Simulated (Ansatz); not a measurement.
**Co3Si8Ni: relaxed-ion elastic tensor**

Computed with DFT PBE, scalar-relativistic, plane waves, PAW in Ansatz 0.2.0. Settings: 420 eV plane-wave cutoff, Γ-centred 8×8×8 mesh, Fermi-Dirac smearing of 0.15 eV. No spin polarisation.

Equilibrium structure at this level:
```
CELL_PARAMETERS angstrom
5.37206 0.00000 0.00000
0.00000 5.37206 0.00000
0.00000 0.00000 5.37206
ATOMIC_POSITIONS crystal
Co 0.50000 0.00000 0.50000
Co 0.50000 0.50000 0.00000
Co 0.00000 0.50000 0.50000
Si 0.74783 0.25217 0.74783
Si 0.25217 0.25217 0.25217
Si 0.74783 0.74783 0.25217
Si 0.25217 0.74783 0.74783
Si 0.25217 0.74783 0.25217
Si 0.74783 0.74783 0.74783
Si 0.25217 0.25217 0.74783
Si 0.74783 0.25217 0.25217
Ni 0.00000 0.00000 0.00000
```

The cell was found from a structure generator's guess, not taken from experiment. In a metal, frequencies and elastic constants depend on the k mesh and the smearing, soft modes and shear constants most.

Question: Give the relaxed-ion elastic constants (GPa, Voigt order xx yy zz yz xz xy, on the Cartesian axes of the cell above).

Answer:
```
230.9 142.2 142.2   0.0   0.0   0.0
142.2 230.9 142.2   0.0   0.0   0.0
142.2 142.2 230.9   0.0   0.0   0.0
  0.0   0.0   0.0  95.8   0.0   0.0
  0.0   0.0   0.0   0.0  95.8   0.0
  0.0   0.0   0.0   0.0   0.0  95.8
```

Question: Is the crystal stable against homogeneous strain?

Answer: Yes: the least eigenvalue of the tensor is 88.7 GPa.

Question: And the moduli of a polycrystal (Hill averages)?

Answer: B = 172 GPa, G = 70 GPa, E = 186 GPa, ν = 0.32.
